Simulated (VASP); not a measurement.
Computed with PBE GGA, VASP's PBE PAW potentials (set 64) (plane waves; VASP).

A VASP calculation is set up with these files.

INCAR:
```
ALGO = Normal
EDIFF = 1E-6
ENCUT = 300
GGA = PE
ISIF = 2
ISMEAR = -1
LASPH = .True.
LCHARG = .False.
LMAXMIX = 4
LREAL = .False.
LWAVE = .False.
NELM = 100
PREC = Accurate
SIGMA = 0.02
SYSTEM = CuInS2
```

File POSCAR:
```
CuInS2
10.9029480
 -0.2479784367   0.2479784367   0.5000000000
  0.2479784367  -0.2479784367   0.5000000000
  0.2479784367   0.2479784367  -0.5000000000
In Cu S
2 2 4
Cartesian
 -0.0012483235  -0.0036616496   0.5054250000
  0.2424562049   0.0017430404   0.2495155000
  0.0041640539   0.0085512884  -0.0071810000
 -0.0022885930   0.2485098544   0.2519645000
  0.1374782534   0.1244826954   0.6315790000
  0.3737516119   0.1123744043  -0.1220270000
  0.1138106954   0.1227151051   0.1205970000
 -0.1241888410   0.1292208194   0.3701265000
```

KPOINTS:
```
Automatic mesh
0
Gamma
5 5 5
0 0 0
```

POTCAR, in this order: In_d Cu S (PBE.64 set). Program: vasp_std.

The run wrote:

OSZICAR:
```
       N       E                     dE             d eps       ncg     rms          rms(c)
DAV:   1     0.629774652420E+03    0.62977E+03   -0.23368E+04  5418   0.141E+03
DAV:   2     0.599734976050E+02   -0.56980E+03   -0.55634E+03  5460   0.398E+02
DAV:   3    -0.295853407928E+02   -0.89559E+02   -0.88229E+02  7280   0.183E+02
DAV:   4    -0.348543121837E+02   -0.52690E+01   -0.52274E+01  8084   0.472E+01
DAV:   5    -0.350065141799E+02   -0.15220E+00   -0.15195E+00  8532   0.819E+00    0.186E+01
DAV:   6    -0.341261343371E+02    0.88038E+00   -0.39192E+01  7773   0.922E+01    0.122E+01
DAV:   7    -0.321912771637E+02    0.19349E+01   -0.11415E+01  7609   0.796E+01    0.787E+00
DAV:   8    -0.325053853247E+02   -0.31411E+00   -0.37818E+00  8340   0.162E+01    0.434E+00
DAV:   9    -0.323616851986E+02    0.14370E+00   -0.14288E+00  7702   0.195E+01    0.131E+00
DAV:  10    -0.323673201794E+02   -0.56350E-02   -0.19220E-01  7388   0.869E+00    0.642E-01
DAV:  11    -0.323622559313E+02    0.50642E-02   -0.51872E-02  7868   0.391E+00    0.214E-01
DAV:  12    -0.323627385952E+02   -0.48266E-03   -0.63307E-03  8044   0.674E-01    0.140E-01
DAV:  13    -0.323627492399E+02   -0.10645E-04   -0.27903E-04  8620   0.143E-01    0.141E-01
DAV:  14    -0.323627423388E+02    0.69011E-05   -0.21638E-05  7164   0.869E-02    0.103E-01
DAV:  15    -0.323627287160E+02    0.13623E-04   -0.82312E-04  8204   0.507E-01    0.823E-02
DAV:  16    -0.323627325246E+02   -0.38085E-05   -0.12533E-04  7764   0.882E-02    0.635E-02
DAV:  17    -0.323627273055E+02    0.52191E-05   -0.31254E-06  5180   0.296E-02    0.539E-02
DAV:  18    -0.323627157218E+02    0.11584E-04   -0.65267E-05  7612   0.143E-01    0.633E-03
DAV:  19    -0.323627175018E+02   -0.17801E-05   -0.18640E-05  6804   0.218E-02    0.642E-03
DAV:  20    -0.323627166478E+02    0.85403E-06   -0.79910E-07  3276   0.196E-02
   1 F= -.32362717E+02 E0= -.32362716E+02  d E =-.399202E-06
```

**OUTCAR**
```
------------------------ aborting loop because EDIFF is reached ----------------------------------------
  FORCE on cell =-STRESS in cart. coord.  units (eV):
  Direction    XX          YY          ZZ          XY          YZ          ZX
  --------------------------------------------------------------------------------------
  Total        8.1808105      8.0492822      7.8494863      0.5707086     -1.4161157      0.5309100
  in kB       82.2275335     80.9055069     78.8973041      5.7363462    -14.2337606      5.3363200
  external PRESSURE =      80.6767815 kB  Pullay stress =       0.0000000 kB
  volume of cell :      159.40
      direct lattice vectors                 reciprocal lattice vectors
    -2.703696000  2.703696000  5.451474000     0.000000000  0.184932034  0.091718313
     2.703696000 -2.703696000  5.451474000     0.184932034  0.000000000  0.091718313
     2.703696000  2.703696000 -5.451474000     0.184932034  0.184932034  0.000000000
 POSITION                                       TOTAL-FORCE (eV/Angst)
 -----------------------------------------------------------------------------------
      2.69009      2.66377      0.05915         0.735554      0.955296     -0.484109
      2.64349      0.01900      2.72045         0.158517     -0.502734     -0.076534
      0.04540      0.09323     -0.07829         0.050510     -0.701810      0.202450
     -0.02495      2.70949      2.74716         0.248950     -0.121456      0.054756
      1.49892      1.35723      6.88607         0.246808      0.118464     -0.753868
      4.07499      1.22521     -1.33045        -0.465150     -0.514811     -0.344039
      1.24087      1.33796      1.31486        -1.347428     -0.084432      0.691426
     -1.35402      1.40889      4.03547         0.372239      0.851483      0.709917
 -----------------------------------------------------------------------------------
    total drift:                                0.001949     -0.000348     -0.000707
  FREE ENERGIE OF THE ION-ELECTRON SYSTEM (eV)
  ---------------------------------------------------
  free  energy   TOTEN  =       -32.3627166478 eV

  energy  without entropy=      -32.3627162486  energy(sigma->0) =      -32.36271645
```
(Selected blocks of OUTCAR.)

At this cut-off the stress carries a Pulay error, which pulls relaxed volumes low.

The structure is a typed CuInS2 crystal. The cell was not relaxed at this level, atoms are displaced from their ideal sites.
